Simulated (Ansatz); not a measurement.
# CdSe: the order of phases at one pressure

Which of rocksalt, CsCl, zincblende, wurtzite, NiAs has the lowest enthalpy for CdSe at one common pressure? The runs shown use PAW.

Method: DFT, PBE, PAW with Ansatz's default frozen-core files, scalar-relativistic, in Ansatz 0.2.0.

**1. The system as given**

It takes space group Fm-3m (No. 225, cubic). The conventional cell has a = 5.379 Å, b = 5.379 Å, c = 5.379 Å, α = 90.00°, β = 90.00°, γ = 90.00°. Cd (site symmetry m-3m) is surrounded by 6 Se at 2.69 Å. Se (site symmetry m-3m) has 6 Cd at 2.69 Å as nearest neighbours.

Structure file:

```xyz
2
Lattice="0.0000 2.6893 2.6893 2.6893 0.0000 2.6893 2.6893 2.6893 0.0000" Properties=species:S:1:pos:R:3 pbc="T T T"
Cd    0.0000    0.0000    0.0000
Se    2.6893    2.6893    2.6893
```

Atoms are numbered in the order of the input: Cd1, Se2.

**2. Cell relaxed at zero pressure, PAW**

Input file input.yaml:

```yaml
crystal:
  lattice:
    - [0.0, 2.6892810254, 2.6892810254]
    - [2.6892810254, 0.0, 2.6892810254]
    - [2.6892810254, 2.6892810254, 0.0]
  atoms:
    - { symbol: Cd, position: [0.0, 0.0, 0.0] }
    - { symbol: Se, position: [0.5, 0.5, 0.5] }
kpoints:
  mp_grid: { grid: [13, 13, 13] }
scf:
  occupations: { method: fermi_dirac, width: 0.05 }
hamiltonian:
  xc: pbe
  pseudopotentials: { kind: paw }
output:
  forces: true
  stress: true
relax:
  f_tol: 0.005
  max_steps: 40
  cell: {}
```

On the command line:

```bash
$ ansatz run input.yaml --threads 1 --pin off --max-ram 3584MiB --backend cpu --events-out ev --progress --plain --runs-dir out
```

Further steps of the session: Volume scaled by 0.62, to set the pressure, PAW; Rocksalt relaxed under pressure, PAW; CsCl relaxed under pressure, PAW; Zincblende relaxed under pressure, PAW; Wurtzite relaxed under pressure, PAW; NiAs relaxed under pressure, PAW.

Q: Predict the outcome of this session. Wanted: pressure; lowest.

As calculated:

```
    quantity                               value
    pressure                              90 GPa
lowest (PAW)  CsCl, 60.1 meV/atom under rocksalt
```

In words: By PAW the order is CsCl < rocksalt < NiAs < wurtzite < zincblende. Only these structures were tried, with electrons smeared by 0.05 eV and without vibrations, so the true ground state may be another. The k meshes differ between phases and weren't tested, which can move differences by some meV.
